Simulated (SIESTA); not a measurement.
Crystal: MoP.

```
Mo P
1.0
     3.22300    0.00000    0.00000
    -1.61150    2.79120    0.00000
     0.00000    0.00000    3.19100
Mo P
1 1
Direct
  0.00000 0.00000 0.00000
  0.33333 0.66667 0.50000
```

| Quantity | Value |
| --- | --- |
| Program | SIESTA 5.4.2 |
| Task | single point |
| Functional | PBE |
| Potentials or basis | PseudoDojo 0.4 standard (PBE files) |
| Basis | DZP (energy shift 0.002 Ry) |
| Grid cutoff | 800 Ry |
| Energy shift | 0.002 Ry |
| k mesh | 10 × 10 × 8 |
| Occupations | fermi-dirac, width 0.05 eV |
| Spin | no spin polarisation |

On this cell: pressure 4.5 GPa; largest force under 0.003 eV/Å; band gap on the k mesh none (metal or under the smearing width).

The same run follows on a disturbed copy (atoms moved at random, drawn with an rms of 0.05 Å):

```
CELL_PARAMETERS angstrom
3.22300 0.00000 0.00000
-1.61150 2.79120 0.00000
0.00000 0.00000 3.19100
ATOMIC_POSITIONS crystal
Mo 0.99571 0.00610 0.00142
P 0.32258 0.67395 0.49012
```

Problem. What changes?

Solution. The energy (extrapolated to zero smearing) moves by +6.8 meV/atom; pressure 4.8 GPa; largest force 0.637 eV/Å; band gap on the k mesh none (metal or under the smearing width).

Forces in eV/Å, atoms in the order of the input:
```
Mo  -0.344  0.055 -0.534
P    0.344 -0.055  0.533
```

Stress tensor (GPa, compression positive):
```
 4.83 -1.06  0.24
-1.06  4.53 -0.04
 0.24 -0.04  5.01
```

Caveats: semicore shells carry a single zeta, which can move pressures by several GPa and volumes by a few percent; the basis of atomic orbitals isn't converged, which shifts pressures, moduli and gaps.
